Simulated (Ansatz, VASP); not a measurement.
GaN in VASP and in Ansatz

```xyz
4
Lattice="3.1831 0.0000 0.0000 -1.5915 2.7566 0.0000 0.0000 0.0000 5.1835" Properties=species:S:1:pos:R:3 pbc="T T T"
Ga    0.0000    1.8378    0.0001
Ga    1.5915    0.9189    2.5918
N     0.0000    1.8378    1.9531
N     1.5915    0.9189    4.5449
```

Alike in both runs: functional r2SCAN; k mesh 8 × 8 × 5; no spin polarisation.

Ansatz relaxed the structure, and its values are those at the end. VASP's run is a single point on that final structure, the one shown.

|  | VASP | Ansatz |
| --- | --- | --- |
| version | VASP 6.6.1 | Ansatz 0.2.0 |
| potentials or method | VASP PAW PBE potentials, release 64 (Ga_d, N) | scalar-relativistic, plane waves, PAW |
| plane-wave cutoff (eV) | 520 | 520 |
| occupations | gaussian, width 0.01 eV | fixed |
| valence electrons in the cell | 36 | 36 |

```csv
,VASP,Ansatz,Ansatz less VASP
gap on the k mesh at the Fermi level (eV),2.34,2.35,+0.007
least direct gap on the mesh (eV),2.34,2.35,+0.007
pressure (GPa),1.1,0.0,-1.10
rms of the force components (eV/Å),0.006,0.000,-0.0055
```

Caveats: the PAW data sets were made with another functional, which shifts forces and pressure a little (VASP). r2SCAN opens gaps a little over a GGA but as a rule still falls short of measured ones.
